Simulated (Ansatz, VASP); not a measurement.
**Si3O2 in VASP and in Ansatz**

```
Si O
1.0
     3.37786    0.00000    0.00000
     0.00000    3.37786    0.00000
     0.00000    0.00000    5.45507
Si O
3 2
Direct
  0.50000 0.50000 0.33349
  0.50000 0.50000 0.89925
  0.00000 0.00000 0.71766
  0.50000 0.00000 0.43611
  0.00000 0.50000 0.43611
```

Alike in both runs: functional PBE; k mesh 4 × 4 × 6; occupations gaussian, width 0.1 eV; no spin polarisation.

Ansatz relaxed the structure, and its values are those at the end. VASP's run is a single point on that final structure, the one shown.

|  | VASP | Ansatz |
| --- | --- | --- |
| version | VASP 6.6.1 | Ansatz 0.2.0 |
| potentials or method | VASP PAW PBE potentials, release 64 (Si, O) | scalar-relativistic, plane waves, PAW |
| plane-wave cutoff (eV) | 520 | 420 |
| valence electrons in the cell | 24 | 24 |

VASP gave:

| Quantity | Value |
| --- | --- |
| gap on the k mesh at the Fermi level (eV) | none |
| pressure (GPa) | 0.0 |
| rms of the force components (eV/Å) | 0.012 |

What did Ansatz give for the same quantities?

gap on the k mesh at the Fermi level (eV): none; pressure (GPa): 0.0; rms of the force components (eV/Å): 0.002.

A gap of «none» marks a metal or a gap that the smearing closes.

Caveats: the k mesh is coarse (spacing up to 0.47 Å⁻¹), so the values aren't converged.
